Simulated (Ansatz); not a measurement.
# ZnSnN2: how the settings move a single-point run

How sensitive is a single-point run of ZnSnN2 to its settings? A reference run comes first, then three runs with altered input. The cell is built on a prototype (ordering on rocksalt) and needn't be the phase found in nature.

Program: Ansatz 0.2.0. Level of theory: reference: DFT, PBEsol, plane waves, PAW. These are calculated values, not measurements.

3 further runs of the same task are left out: 3 for a known fault of the program.

## 1. The structure to begin with

Symmetry: P4/mmm, No. 123, tetragonal system. Conventional cell: a = 3.207 Å, b = 3.207 Å, c = 4.314 Å, α = 90.00°, β = 90.00°, γ = 90.00°. Zn (site symmetry 4/mmm) has 6 N at 2.16 to 2.27 Å as nearest neighbours. Around N (site symmetry 4/mmm) lie 2 Zn at 2.16 Å and 4 Sn at 2.27 Å. Around Sn (site symmetry 4/mmm) lie 6 N at 2.16 to 2.27 Å. N (site symmetry 4/mmm) has 2 Sn at 2.16 Å and 4 Zn at 2.27 Å as nearest neighbours.

As a file:

```xyz
4
Lattice="3.2066 0.0000 0.0000 0.0000 3.2066 0.0000 0.0000 0.0000 4.3142" Properties=species:S:1:pos:R:3 pbc="T T T"
Zn    0.0000    0.0000    0.0000
N     0.0000    0.0000    2.1571
Sn    1.6033    1.6033    2.1571
N     1.6033    1.6033    0.0000
```

## 2. The reference run

File input.yaml:

```yaml
crystal:
  lattice:
    - [3.2065606148, 0.0, 0.0]
    - [0.0, 3.2065606148, 0.0]
    - [0.0, 0.0, 4.3142270821]
  atoms:
    - { symbol: Zn, position: [0.0, 0.0, 0.0] }
    - { symbol: "N", position: [0.0, 0.0, 0.5] }
    - { symbol: Sn, position: [0.5, 0.5, 0.5] }
    - { symbol: "N", position: [0.5, 0.5, 0.0] }
kpoints:
  mp_grid: { grid: [6, 6, 4] }
hamiltonian:
  xc: pbesol
scf:
  occupations: { method: fermi_dirac, width: 0.02 }
  n_extra_bands: 5
output:
  forces: true
  stress: true
  eigenvalues: true
```

Started as:

```sh
ansatz run input.yaml --threads 4 --pin off --max-ram 3686MiB --backend cpu --events-out ev --progress --plain --runs-dir out
```

## 3. Changed: ecutrho_ratio 12

input.yaml, as its differences from that of step 2:

```diff
@@ -17,2 +17,3 @@
   n_extra_bands: 5
+  max_iter: 78
 output:
@@ -21 +22,3 @@
   eigenvalues: true
+basis:
+  ecutrho_ratio: 12
```

## 4. Variant: mp_grid.grid [4, 4, 4], exchange pbe, correlation pbe, coeff 0.5

input.yaml, as its differences from that of step 2:

```diff
@@ -11,5 +11,5 @@
 kpoints:
-  mp_grid: { grid: [6, 6, 4] }
+  mp_grid: { grid: [4, 4, 4] }
 hamiltonian:
-  xc: pbesol
+  xc: { exchange: pbe, correlation: pbe, exx: { coeff: 0.5 } }
 scf:
```

## 5. Variant: mp_grid.grid [4, 4, 4], exchange pbe, correlation pbe, coeff 0.35, omega 0.5

input.yaml, as its differences from that of step 2:

```diff
@@ -11,5 +11,5 @@
 kpoints:
-  mp_grid: { grid: [6, 6, 4] }
+  mp_grid: { grid: [4, 4, 4] }
 hamiltonian:
-  xc: pbesol
+  xc: { exchange: pbe, correlation: pbe, exx: { coeff: 0.35, omega: 0.5 } }
 scf:
```

Before running it: what results should come out? Wanted: for each run, ending; energy change; pressure; gap; force.

As calculated:

| run | ending | energy change | pressure (GPa) | gap (eV) | force (eV/Å) | cycles | time |
| --- | --- | --- | --- | --- | --- | --- | --- |
| reference | converged | 0 | 0.0 | 0.00 | 0.00 | 7 | 1.4 s |
| 1: ecutrho_ratio 12 | converged | 0.0 meV/atom | 0.0 | 0.00 | 0.00 | 7 | 1.5 s |
| 2: mp_grid.grid [4, 4, 4], exchange pbe, correlation pbe, coeff 0.5 | converged | not comparable | -11.5 | 1.27 | 0.00 | 68 | 59 s |
| 3: mp_grid.grid [4, 4, 4], exchange pbe, correlation pbe, coeff 0.35, omega 0.5 | converged | not comparable | -1.8 | 0.00 | 0.00 | 26 | 21 s |

Residual by cycle in the longest SCF loop of each run; runs are numbered as in the table. The quantity is the density residual dr2, in eV.

| cycle | reference | run 1 | run 2 | run 3 |
| --- | --- | --- | --- | --- |
| 1 | 0.0848 | 0.0848 | 0.0077 | 0.173 |
| 2 | 0.00571 | 0.00571 | 0.00252 | 0.0129 |
| 3 | 5.2e-4 | 5.2e-4 | 2.4e-4 | 0.00817 |
| 4 | 3.7e-5 | 3.7e-5 | 1.8e-4 | 0.0216 |
| 5 | 2.0e-6 | 2.0e-6 | 1.8e-4 | 0.00313 |
| 6 | 2.0e-7 | 2.0e-7 | 1.8e-4 | 0.00167 |
| 7 | 2.8e-9 | 2.8e-9 | 4.0e-4 | 1.3e-4 |
| 8 | - | - | 1.1e-4 | 6.1e-5 |
| 9 | - | - | 6.5e-6 | 4.8e-5 |
| 10 | - | - | 6.4e-6 | 3.3e-6 |
| 11 | - | - | 1.3e-5 | - |
| 12 | - | - | 5.8e-7 | - |

**Reading.** «ecutrho_ratio 12» leaves the energy as it was. Semilocal functionals close small gaps, so the missing gap need not be the real solid's. Of the variants the dearest is «mp_grid.grid [4, 4, 4], exchange pbe, correlation pbe, coeff 0.5» (59 s), the cheapest «ecutrho_ratio 12» (1.5 s), on a shared host.
